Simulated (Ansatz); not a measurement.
The system is Bi2Te2Se.

```
CELL_PARAMETERS angstrom
2.16097 1.24764 10.58557
-2.16097 1.24764 10.58557
0.00000 -2.49527 10.58557
ATOMIC_POSITIONS crystal
Bi 0.39172 0.39172 0.39172
Bi 0.60828 0.60828 0.60828
Te 0.78040 0.78040 0.78040
Te 0.21960 0.21960 0.21960
Se 0.00000 0.00000 0.00000
```

The cell is a database's computed one.

| Item | Value |
| --- | --- |
| Program | Ansatz 0.2.0 |
| Task | relaxation of cell and atoms |
| Functional | PBEsol |
| Dispersion | D3(BJ) |
| Potentials or basis | Ansatz PAW |
| Cutoff | 420 eV (not typed: the program's choice for these potentials) |
| k mesh | 7 × 7 × 7 |
| Occupations | fermi-dirac, width 0.05 eV |
| Spin | no spin polarisation |

At the start: volume 34.25 Å³/atom.

Where does the relaxation end?

It ends after 8 steps and the volume is 29.99 Å³/atom (-12.4 %); space group R-3m (No. 166, to 0.05 Å).

The path:
```csv
step,energy change (eV),largest force (eV/Å),volume (Å³)
1,0.0000,0.0599,171.24
2,-0.2238,0.1891,150.28
3,-0.2608,0.1250,146.21
4,-0.2840,0.0580,151.86
5,-0.2887,0.0334,149.73
6,-0.2888,0.0350,149.92
7,-0.2889,0.0001,149.97
8,-0.2859,0.0003,149.97
```

Final structure:
```
CELL_PARAMETERS angstrom
2.11575 1.22153 9.67129
-2.11575 1.22153 9.67129
0.00000 -2.44305 9.67129
ATOMIC_POSITIONS crystal
Bi 0.39546 0.39546 0.39546
Bi 0.60454 0.60454 0.60454
Te 0.78989 0.78989 0.78989
Te 0.21011 0.21011 0.21011
Se 0.00000 0.00000 0.00000
```

Caveat: the plane-wave basis is chosen anew once the cell has moved, so the energies of steps on either side of that aren't comparable; the PAW data sets come from PBE, with cores solved anew for the run's functional, which leaves a small shift of forces and pressure.
